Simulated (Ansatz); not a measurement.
## TiAl: strain energy, fitted

TiAl, P4/mmm, a = 2.810 Å, c = 4.066 Å. The structure is a Materials Project entry; whether it is the stable form wasn't checked. Ansatz: r2SCAN, PAW, 500 eV, Γ-centred 18×18×14 mesh on 2 atoms, Gaussian smearing 0.10 eV; no spin polarisation. Series: strain along c alone, the other axes held, atoms fixed by symmetry; x is the strain in per cent. y is the free energy over the unstrained cell, V0 = 16.050 Å³/atom.

```tsv
x (%)	y (meV/atom)
-4.5	19.49
-3.0	8.76
-1.5	2.24
0.0	0.00
1.5	?
3.0	8.06
4.5	17.84
```

Question: Fit y = c2 x² + c3 x³ to the other rows, turn c2 into a modulus, and predict the missing energy.

Answer: Least squares on the rows shown. y = 0.92412 x² − 0.0093931 x³. In eV per unit strain² c2 is 9.241; this is C33 with relaxed ions (E = ½ C33 V0 ε²): 2 × 9.241 × 160.2 / (16.050) = 184 GPa. The unstrained cell keeps some stress along the strain, worth a slope of -0.07 meV/atom per %, which the form leaves out. At x = 1.5 the fit asked for gives 2.05 meV/atom. The run gave 2.01 meV/atom, so the fit is 0.04 meV/atom too high, within the rms miss on the fitted rows (0.11 meV/atom).